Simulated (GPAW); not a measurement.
Runs of GPAW 26.7.0 on Bi. The structure is monoclinic, space group P2/m (No. 10). The conventional cell has a = 3.238 Å, b = 3.222 Å, c = 6.444 Å, α = 90.00°, β = 90.72°, γ = 90.00°. Around Bi (site symmetry m) lie 6 Bi at 3.22 to 3.24 Å. This isn't the form of Bi at room conditions, which is rhombohedral.

| task | level | potentials or basis | spin | k mesh | band path | band points | spin axis theta (degrees) | spin axis phi (degrees) | soc after scf | pressure (GPa) | V0 of scaled cells (Å³/atom) | B0 (GPa) | largest force (eV/Å) |
| --- | --- | --- | --- | --- | --- | --- | --- | --- | --- | --- | --- | --- | --- |
| band structure | PBEsol | PAW data sets generated in the run's folder for this functional, pw | SOC, no magnetisation | 8 × 8 × 4 | GYHCEM1AXH1,MDZ,YD | 60 | 90 | 45 | second variation | -0.6 | - | - | 0.01 |
| band structure | LDA | the program's PAW data sets (release 1.2.1) made for this functional, pw | off | 6 × 6 × 3 | GYHCEM1AXH1,MDZ,YD | 60 | - | - | - | -1.5 | - | - | 0.09 |
| equation of state | PBEsol | PAW data sets generated in the run's folder for this functional, pw | off | 6 × 6 × 3 | - | - | - | - | - | - | 33.50 | (b) | - |
| equation of state | LDA | the program's PAW data sets (release 1.2.1) made for this functional, pw | off | 6 × 6 × 3 | - | - | - | - | - | - | 32.71 | 59 | - |
| band structure | PBEsol | PAW data sets generated in the run's folder for this functional, pw | off | 6 × 6 × 3 | GYHCEM1AXH1,MDZ,YD | 60 | - | - | - | (a) | - | - | (c) |

Alike in all rows: cell as given; cutoff (eV) 600; smearing fermi-dirac 0.05 eV.

**Question.** Fill in the values left out.

**Answer.** (a) -0.2; (b) 55; (c) 0.08.

Caveats: the cell was scaled at fixed shape and fractional positions, which overstates the stiffness of a crystal with free parameters, most of all of layers and chains (some runs); spin-orbit coupling was added after a scalar SCF, so levels and gaps hold it while energy, forces, pressure and moments don't (some runs).

Not every run made on this cell is shown here.
